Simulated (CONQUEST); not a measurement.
Runs of CONQUEST 1.3 on GePt. It takes space group Pnma (No. 62, orthorhombic). The conventional cell has a = 5.719 Å, b = 3.697 Å, c = 6.084 Å, α = 90.00°, β = 90.00°, γ = 90.00°. Around Pt (site symmetry m) lie 6 Ge at 2.48 to 2.65 Å. Ge (site symmetry m) is surrounded by 6 Pt at 2.48 to 2.65 Å. 

```tsv
level	potentials or basis	cell	gap on the mesh (eV)	pressure (GPa)	largest force (eV/Å)
PBE	PseudoDojo NC PBE, DZP, grid cutoff 120 Ha	atoms moved at random, drawn with an rms of 0.05 Å	none	13.0	0.93
PBEsol	PseudoDojo NC PBEsol, DZP, grid cutoff 120 Ha	as given	none	5.2	(a)
PBEsol	PseudoDojo NC PBEsol, DZP, grid cutoff 120 Ha	atoms moved at random, drawn with an rms of 0.05 Å	none	5.9	0.84
PBE	PseudoDojo NC PBE, DZP, grid cutoff 120 Ha	as given	none	12.1	0.21
```

Alike in all rows: task single point; no spin polarisation; k mesh 7 × 5 × 5; smearing fermi-dirac 0.05 eV.

Task: Fill in the values left out.

Result: (a) 0.17.

Caveats: the basis of atomic orbitals isn't converged, which shifts pressures, moduli and gaps.

A k mesh can miss the band edges, and the runs leave out spin-orbit coupling on Ge, Pt.

A gap of «none» marks a metal or a gap under the smearing width.
